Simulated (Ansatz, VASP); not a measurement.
## Two plane-wave programs on LiHF2

```xyz
4
Lattice="1.4428 0.8330 4.7626 -1.4428 0.8330 4.7626 0.0000 -1.6660 4.7626" Properties=species:S:1:pos:R:3 pbc="T T T"
Li    0.0000    0.0000    0.0000
H     0.0000    0.0000    7.1439
F     0.0000    0.0000    5.8939
F     0.0000    0.0000    8.3939
```

Change from the starting cell: strain +0.1000 x Voigt [0, 0, 1, 0, 0, 0], atoms carried along.

Alike in both runs: task single point; functional LDA; k mesh 9 × 9 × 9; occupations gaussian, width 0.05 eV; no spin polarisation.

|  | VASP | Ansatz |
| --- | --- | --- |
| version | VASP 6.6.1 | Ansatz 0.2.0 |
| potentials or method | VASP PAW LDA potentials, release 64 (Li_sv, H, F) | scalar-relativistic, plane waves, PAW |
| plane-wave cutoff (eV) | 520 | 420 |
| valence electrons in the cell | 18 | 18 |

```csv
,VASP,Ansatz,Ansatz less VASP
gap on the k mesh at the Fermi level (eV),7.08,7.11,+0.033
least direct gap on the mesh (eV),7.21,7.24,+0.033
rms of the force components (eV/Å),0.636,0.659,+0.0235
```

Atom by atom the forces differ by 0.023 eV/Å (rms over components).

Caveats: an odd mesh through Γ misses points on the zone boundary, where band edges often lie; forces of over 1 eV/Å show positions far from the minimum, so gaps and moduli don't describe the material at rest.
